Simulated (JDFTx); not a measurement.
# Si2W under changes of volume

One of the cells (13.479 Å³/atom); the others are scaled copies at fixed shape and fractional positions:

```
W Si
1.0
    -1.60690    1.60690    3.91495
     1.60690   -1.60690    3.91495
     1.60690    1.60690   -3.91495
W Si
1 2
Direct
  0.00000 0.00000 0.00000
  0.66530 0.66530 0.00000
  0.33470 0.33470 0.00000
```

| Property | Result |
| --- | --- |
| Program | JDFTx 1.7.0 (patched build) |
| Functional | PBE |
| Potentials or basis | PseudoDojo-SR-PBE-0.5-standard |
| Cutoff | 1007 eV |
| Density cutoff | 8055 eV |
| k mesh | 12 × 12 × 12 |
| Occupations | fermi-dirac, width 0.05 eV |
| Spin | no spin polarisation |

```tsv
volume (Å³/atom)	energy over the lowest point (meV/atom)	pressure (GPa)	largest force (eV/Å)
12.670	58.51	20.0	0.260
12.939	30.14	13.8	0.195
13.209	11.57	8.3	0.135
13.479	1.82	3.3	0.078
13.748	0.00	-1.1	0.025
14.018	5.30	-5.1	0.026
14.287	?	?	?
```

Problem. What does the run at 14.287 Å³/atom give?

Solution. Energy over the lowest point 17.01 meV/atom; pressure -8.7 GPa; largest force 0.074 eV/Å.

Worked out: A Birch-Murnaghan fit of order 3 (a polynomial in V^(-2/3)) to the other rows has its minimum at 13.68 Å³/atom with B0 = V·E''(V) = 220 GPa and B' = 4.5 at fixed shape and positions, which overstates the stiffness. It gives 16.92 meV/atom at 14.287 Å³/atom, against the run's 17.01, and -dE/dV = -8.7 GPa, against -8.7.

Energies are extrapolated to zero smearing.
